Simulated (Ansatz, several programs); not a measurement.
Zincblende NaH, relaxed with PBE in Ansatz (plane waves, PAW): space group F-43m (No. 216), cubic; a = 5.219 Å in the conventional setting, 17.77 Å³ an atom. Around Na lie 4 H at 2.26 Å; around H lie 4 Na at 2.26 Å. The cell was then scaled with its shape and fractional coordinates held. The cell comes from a prototype generator: it can be a known phase or a hypothetical one. Spin polarisation is off.

| V (Å³/atom) | E (meV/atom) |
| --- | --- |
| 16.706 | 3.72 |
| 17.239 | 0.88 |
| 17.773 | 0.00 |
| 18.839 | 3.20 |

Q: Pass a cubic E = c₀ + c₁u + c₂u² + c₃u³, with u = V − 17.639 Å³, through these points.

A: c₀ = 0.05, c₁ = -0.780, c₂ = 3.144, c₃ = -0.2546 (meV and Å³).

Q: Where is the minimum, and what bulk modulus follows?

A: dE/du = 0 at u = +0.126, so V₀ = 17.76 Å³. B = V₀ d²E/dV² = 17.76 × (2c₂ + 6c₃u) = 17.76 × 6.095 = 108 meV/Å³, and 1 meV/Å³ is 0.16022 GPa: 17 GPa. A third-order Birch-Murnaghan fit to all five points gives 17.76 Å³ and 17 GPa.

Q: Predict the energy and the pressure at the withheld volume, 18.306 Å³.

A: With u = +0.667: E ≈ 0.85 meV and P = −dE/dV ≈ -0.49 GPa. The run gives 0.85 meV and, from its stress, -0.49 GPa.
